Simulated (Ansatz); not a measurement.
# GaSb3: a listed cell, distorted in several ways

How do energy, forces, pressure and gap of GaSb3 change under further strains and shifts, other functionals? Each case is one self-consistent run.

Program: Ansatz 0.2.0. Level of theory: DFT PBE, scalar-relativistic, plane waves, PAW. These are calculated values, not measurements.

### 1 The structure to begin with

The structure is cubic, space group Fm-3m (No. 225). Conventional cell: a = 7.461 Å, b = 7.461 Å, c = 7.461 Å, α = 90.00°, β = 90.00°, γ = 90.00°. Around Ga (site symmetry m-3m) lie 8 Sb at 3.23 Å. Sb (site symmetry -43m) has 4 Ga at 3.23 Å and 4 Sb at 3.23 Å as nearest neighbours. Sb (site symmetry m-3m) has 8 Sb at 3.23 Å as nearest neighbours.

As a file:

```cif
data_structure
_symmetry_space_group_name_H-M 'Fm-3m'
_symmetry_Int_Tables_number 225
_cell_length_a 7.4612
_cell_length_b 7.4612
_cell_length_c 7.4612
_cell_angle_alpha 90.000
_cell_angle_beta 90.000
_cell_angle_gamma 90.000
_cell_volume 415.36
loop_
_atom_site_label
_atom_site_type_symbol
_atom_site_symmetry_multiplicity
_atom_site_Wyckoff_symbol
_atom_site_fract_x
_atom_site_fract_y
_atom_site_fract_z
_atom_site_occupancy
Ga1 Ga 4 a 0.00000 0.00000 0.00000 1
Sb1 Sb 8 c 0.25000 0.75000 0.75000 1
Sb2 Sb 4 b 0.50000 0.00000 0.00000 1
```

The structure comes from the Materials Project (structure only).

### 2 Functional and cell changed: r2SCAN

What differs from the listed cell: strain xx, yy, zz, yz, xz, xy = +1.4, +1.4, +1.4, +0.0, +0.0, +0.0 %.

Input file input.yaml:

```yaml
crystal:
  lattice:
    - [0.0, 3.7832336954, 3.7832336954]
    - [3.7832336954, 0.0, 3.7832336954]
    - [3.7832336954, 3.7832336954, 0.0]
  atoms:
    - { symbol: Ga, position: [0.0, 0.0, 0.0] }
    - { symbol: Sb, position: [0.25, 0.25, 0.25] }
    - { symbol: Sb, position: [0.75, 0.75, 0.75] }
    - { symbol: Sb, position: [0.5, 0.5, 0.5] }
basis:
  ecutwfc: 500
kpoints:
  mp_grid: { grid: [10, 10, 10] }
hamiltonian:
  xc: r2scan
scf:
  occupations: { method: gaussian, width: 0.1 }
output:
  forces: true
  stress: true
  eigenvalues: true
  populations: true
```

Run with:

```sh
> ansatz run input.yaml --threads 1 --pin off --max-ram 1331MiB --backend cpu --events-out ev --progress --plain --runs-dir out
```

### 3 A distortion of lower symmetry

Input file input.yaml:

```yaml
crystal:
  lattice:
    - [0.0, 3.914102968, 3.578349418]
    - [3.578349418, 0.0, 3.578349418]
    - [3.578349418, 3.914102968, 0.0]
  atoms:
    - { symbol: Ga, position: [-0.0052840202, 0.0052840202, -0.0052840202] }
    - { symbol: Sb, position: [0.2496228161, 0.2503771839, 0.2496228161] }
    - { symbol: Sb, position: [0.7496228161, 0.7503771839, 0.7496228161] }
    - { symbol: Sb, position: [0.506038388, 0.493961612, 0.506038388] }
basis:
  ecutwfc: 420
kpoints:
  mp_grid: { grid: [10, 10, 10] }
hamiltonian:
  xc: pbe
scf:
  occupations: { method: gaussian, width: 0.1 }
output:
  forces: true
  stress: true
  eigenvalues: true
```

What does the calculation give? Wanted: for each run, case; energy; pressure; largest force.

As calculated:

```
step                                 case  energy (meV/atom)  pressure (GPa)  largest force (eV/Å)  gap on the mesh (eV)
   2  functional and cell changed: r2SCAN                n/a            -3.4                  0.00                  0.00
   3       a distortion of lower symmetry               +0.0             1.6                  0.15                  0.00
```

Energies are counted from step 3, with the smearing taken to zero. Other atoms or functionals have another zero of energy (n/a). A gap of 0.00 means none on the mesh at this level.

**Reading.** The runs treat Sb without spin-orbit coupling.
